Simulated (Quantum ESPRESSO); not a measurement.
Runs of Quantum ESPRESSO 7.5 on MgS (Niningerite). Symmetry: Fm-3m, No. 225, cubic system. Conventional cell: a = 5.203 Å, b = 5.203 Å, c = 5.203 Å, α = 90.00°, β = 90.00°, γ = 90.00°. S (site symmetry m-3m) has 6 Mg at 2.60 Å as nearest neighbours. Mg (site symmetry m-3m) is surrounded by 6 S at 2.60 Å. 

```csv
task,level,potentials or basis,cell,cutoff (eV),ASE optimiser,dispersion computed by,rVV10 parameter b,gap on the mesh (eV),pressure (GPa),relaxed volume (Å³/atom)
band structure,PBEsol,GBRV 1.5 PBEsol,as given,612,-,-,-,2.84,-1.1,-
band structure,PBEsol,PseudoDojo 0.4.1 SR PBEsol standard,as given,1143,-,-,-,2.83,-0.9,-
band structure,PBEsol,PseudoDojo 0.4 SR PBEsol stringent,as given,1225,-,-,-,2.83,-0.9,-
relaxation of cell and atoms,PBEsol+D3(BJ),GBRV 1.5 PBEsol,relaxed,612,BFGS,-,-,2.93,0.1,(b)
relaxation of cell and atoms,PBEsol+D4,GBRV 1.5 PBEsol,relaxed,612,FIRE,dftd4 4.3.1 through ASE,-,2.90,0.1,17.02
relaxation of cell and atoms,PBEsol+rVV10,GBRV 1.5 PBEsol,relaxed,612,FIRE,-,6.3,2.84,0.1,17.00
relaxation of cell and atoms,PBEsol,GBRV 1.5 PBEsol,relaxed,612,BFGS,-,-,2.86,0.0,(a)
relaxation of cell and atoms,PBEsol+D3,GBRV 1.5 PBEsol,relaxed,612,FIRE,-,-,2.89,0.1,17.16
```

Alike in all rows: no spin polarisation; k mesh 9 × 9 × 9; smearing fermi-dirac 0.05 eV.

Fill in the values left out.

(a) 17.36; (b) 16.80.

Caveats: an odd mesh through Γ misses points on the zone boundary, where band edges often lie (some runs); the mesh misses the band edges, which the band path finds closer together (some runs); rVV10's parameter b was fitted to another functional (some runs).
